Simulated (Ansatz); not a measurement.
**LiF (Fm-3m) at 4 levels of theory**

One geometry, relaxed with PBE; plane waves with PAW potentials in Ansatz, scalar-relativistic. No spin polarisation. Gaps are the least over mesh and band path; pressure is positive in compression, and isn't given for hybrids.

```xyz
2
Lattice="0.0000 2.0343 2.0343 2.0343 0.0000 2.0343 2.0343 2.0343 0.0000" Properties=species:S:1:pos:R:3 pbc="T T T"
Li    2.0343    2.0343    2.0343
F     0.0000    0.0000    0.0000
```

```tsv
level	cutoff (eV)	k mesh	gap (eV)	pressure (GPa)
PBE	420	10×10×10	8.82	0.0
r2SCAN	500	10×10×10	9.79	-4.0
HSE06	420	8×8×8	11.12	-
LDA	420	10×10×10	8.58	-8.1
```

The cell was reached from a generator's guess, though it ends in a space group that the Crystallography Open Database lists for this formula.
